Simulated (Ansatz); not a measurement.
Method: Ansatz, DFT PBE, scalar-relativistic, plane waves, PAW. Settings: cutoff 420 eV, Γ-centred meshes spaced at most about 0.3 Å⁻¹ (2π included), Gaussian smearing. No spin polarisation in the final relaxations.

These are static total energies at zero pressure. All come from trial cells, and lower structures may exist.

**Question.** Order these relaxed structures of AlN by energy, lowest first, with the energy over the lowest of them.
A.

```
CELL_PARAMETERS angstrom
7.61114 0.00000 0.00000
-3.80557 6.59144 0.00000
0.00000 0.00000 2.84563
ATOMIC_POSITIONS crystal
Al 0.85847 0.55437 0.75000
Al 0.30410 0.85847 0.25000
Al 0.69590 0.14153 0.75000
Al 0.55437 0.69590 0.25000
Al 0.14153 0.44563 0.25000
Al 0.44563 0.30410 0.75000
N 0.69615 0.55809 0.25000
N 0.13806 0.69615 0.75000
N 0.44191 0.13806 0.25000
N 0.30385 0.44191 0.75000
N 0.55809 0.86194 0.75000
N 0.86194 0.30385 0.25000
```

B.

```
CELL_PARAMETERS angstrom
0.00000 2.81735 4.84455
1.43388 0.00000 4.84455
1.43388 2.81735 0.00000
ATOMIC_POSITIONS crystal
Al 0.93375 0.93375 0.56625
Al 0.68375 0.68375 0.31625
N 0.31625 0.31625 0.68375
N 0.56625 0.56625 0.93375
```

C.

```
CELL_PARAMETERS angstrom
0.00000 2.03532 2.03532
2.03532 0.00000 2.03532
2.03532 2.03532 0.00000
ATOMIC_POSITIONS crystal
Al 0.50000 0.50000 0.50000
N 0.00000 0.00000 0.00000
```

**Answer.** C (0 meV/atom), B (182 meV/atom), A (378 meV/atom). Forms: C rock salt type, Fm-3m; B Fdd2; A P6_3/m. Counting N atoms around Al (those within 1.25 times the shortest such distance or 1.15 times the sum of covalent radii): C has Al 6; B has Al 4; A has Al 3.

Cells relaxed within their symmetry can be saddle points. The Fm-3m cell of AlN came from shaking the Fdd2 one. The part of the Crystallography Open Database at hand lists AlN in space groups No. 186, 225; sharing a group (Fm-3m) doesn't make a cell the listed structure. Some structure types and database cells were kept out of the candidates from the start, so a known form may be missing.
